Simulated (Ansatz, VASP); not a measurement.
## One calculation of HfO2, two programs

Contents of INCAR:

```
SYSTEM = HfO2
  PREC = Accurate
  ENCUT = 520
  EDIFF = 1E-6
  ISMEAR = -1
  SIGMA = 0.02
  LREAL = .False.
  LASPH = .True.
  NELM = 60
  ALGO = Normal
  ISIF = 2
  LWAVE = .False.
  LCHARG = .False.
  GGA = PE
  NBANDS = 18
```

The input KPOINTS:

```
regular mesh
0
Gamma
  8 8 8
  0 0 0
```

Contents of POSCAR:

```
HfO2
1.0
    0.0000000000      2.5797659657      2.5125931651
    2.5797659657      0.0000000000      2.5125931651
    2.5797659657      2.5797659657      0.0000000000
Hf O
1 2
Direct
    0.0000000000      0.0000000000      0.0000000000
    0.2500000000      0.2500000000      0.2500000000
    0.7500000000      0.7500000000      0.7500000000
```

Input for Ansatz:

```yaml
crystal:
  lattice:
    - [0.0, 2.5797659657, 2.5125931651]
    - [2.5797659657, 0.0, 2.5125931651]
    - [2.5797659657, 2.5797659657, 0.0]
  atoms:
    - { symbol: Hf, position: [0.0, 0.0, 0.0] }
    - { symbol: O, position: [0.25, 0.25, 0.25] }
    - { symbol: O, position: [0.75, 0.75, 0.75] }
kpoints:
  mp_grid: { grid: [8, 8, 8] }
  band_path:
    path:
      - [0.0, 0.0, 0.0]
      - [0.5, 0.0, 0.5]
      - [0.625, 0.25, 0.625]
      - [0.375, 0.375, 0.75]
      - [0.5, 0.5, 0.5]
      - [0.5, 0.25, 0.75]
      - [0.5, 0.5, 0.0]
    npoints: 1
hamiltonian:
  xc: pbe
scf:
  occupations: { method: fermi_dirac, width: 0.02 }
  n_extra_bands: 4
output:
  forces: true
  stress: true
  eigenvalues: true
```

Change from the starting cell: epitaxial_xy strain +2.0%.

Alike in both runs: task single point; functional PBE; k mesh 8 × 8 × 8; occupations fermi-dirac, width 0.02 eV; no spin polarisation.

|  | VASP | Ansatz |
| --- | --- | --- |
| version | VASP 6.6.1 | Ansatz 0.2.0 |
| potentials or method | VASP PAW PBE potentials, release 64 (Hf_pv, O) | plane waves, PAW |
| plane-wave cutoff (eV) | 520 | 420 |
| valence electrons in the cell | 22 | 38 |

```csv
,VASP,Ansatz,Ansatz less VASP
gap on the k mesh at the Fermi level (eV),3.49,3.50,+0.012
pressure (GPa),-5.9,-2.3,+3.53
largest component of the traceless stress (GPa),7.94,7.80,-0.145
```

The two sets of potentials don't hold the same shells in valence.

Caveats: spin-orbit coupling is left out, which moves the levels of the heavy elements. A k mesh can miss the band edges.
